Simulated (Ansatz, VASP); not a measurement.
One calculation of NaH, two programs

The input POSCAR:

```
NaH
1.0
    0.0000000000      2.3485690974      2.3485690974
    2.3485690974      0.0000000000      2.3485690974
    2.3485690974      2.3485690974      0.0000000000
Na H
1 1
Direct
    0.0000000000      0.0000000000      0.0000000000
    0.5000000000      0.5000000000      0.5000000000
```

The input INCAR.step1:

```
SYSTEM = NaH
PREC = Accurate
ENCUT = 520
ISMEAR = 0
SIGMA = 0.01
LREAL = .False.
LASPH = .True.
NELM = 60
NBANDS = 11
GGA = PE
ALGO = Normal
EDIFF = 1E-4
LWAVE = .True.
LCHARG = .False.
```

Contents of INCAR.step2:

```
SYSTEM = NaH
PREC = Accurate
ENCUT = 520
EDIFF = 1E-6
ISMEAR = 0
SIGMA = 0.01
LREAL = .False.
LASPH = .True.
NELM = 60
ALGO = Normal
ISIF = 2
LWAVE = .False.
LCHARG = .False.
METAGGA = R2SCAN
LMIXTAU = .True.
NBANDS = 11
ISTART = 1
```

Contents of KPOINTS:

```
regular mesh
0
Gamma
  8 8 8
  0 0 0
```

Input for Ansatz:

```yaml
crystal:
  lattice:
    - [0.0, 2.3485690974, 2.3485690974]
    - [2.3485690974, 0.0, 2.3485690974]
    - [2.3485690974, 2.3485690974, 0.0]
  atoms:
    - { symbol: Na, position: [0.0, 0.0, 0.0] }
    - { symbol: H, position: [0.5, 0.5, 0.5] }
kpoints:
  mp_grid: { grid: [8, 8, 8] }
hamiltonian:
  xc: r2scan
scf:
  occupations: { method: fixed }
  n_extra_bands: 4
output:
  forces: true
  stress: true
  eigenvalues: true
```

Alike in both runs: task single point; functional r2SCAN; k mesh 8 × 8 × 8; no spin polarisation.

```csv
,VASP,Ansatz
version,VASP 6.6.1,Ansatz 0.2.0
potentials or method,"VASP PAW PBE potentials, release 64 (Na_pv, H)","plane waves, PAW"
plane-wave cutoff (eV),520,500
occupations,"gaussian, width 0.01 eV",fixed
valence electrons in the cell,8,10
```

|  | VASP | Ansatz | Ansatz less VASP |
| --- | --- | --- | --- |
| gap on the k mesh at the Fermi level (eV) | 4.52 | 4.51 | -0.010 |
| pressure (GPa) | 1.5 | 1.7 | +0.19 |

The two sets of potentials don't hold the same shells in valence.

Caveats: the PAW data sets were made with another functional, which shifts forces and pressure a little (VASP). A k mesh can miss the band edges. r2SCAN opens gaps a little over a GGA but as a rule still falls short of measured ones.
